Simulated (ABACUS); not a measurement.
Crystal: LiCl.

```
Cl Li
1.0
     0.00000    2.56477    2.56477
     2.56477    0.00000    2.56477
     2.56477    2.56477    0.00000
Cl Li
1 1
Direct
  0.50000 0.50000 0.50000
  0.00000 0.00000 0.00000
```

Base run:

```yaml
Program: ABACUS 3.10.1
Functional: rPW86PBE
Potentials_or_basis: SG15 ONCV 1.2 PBE
Cutoff: 1007 eV
Density_cutoff: 4027 eV
Basis: plane waves
k_mesh: 7 × 7 × 7
Occupations: fermi-dirac, width 0.05 eV
Spin: no spin polarisation
```

Its results: band gap on the k mesh 6.39 eV, direct; pressure 1.1 GPa.

Q: The run is repeated on the same cell with these changes: functional from rPW86PBE to r2SCAN; cutoff from 1007 eV to 1361 eV; density cutoff from 4027 eV to 5442 eV; basis from plane waves to DZP LCAO (the cutoffs set its grid). What comes out?

A: Band gap on the k mesh 7.13 eV, direct; pressure -0.4 GPa.

Several settings changed at once, so the effect can't be laid on one alone.

Caveats: the potentials were made for another functional, which shifts forces and pressure; an odd mesh through Γ misses points on the zone boundary, where band edges often lie; the atomic orbitals were generated for these runs and aren't a published set (some runs); the basis of atomic orbitals isn't converged, which shifts pressures, moduli and gaps (some runs).

Not every run made on this cell is shown here.
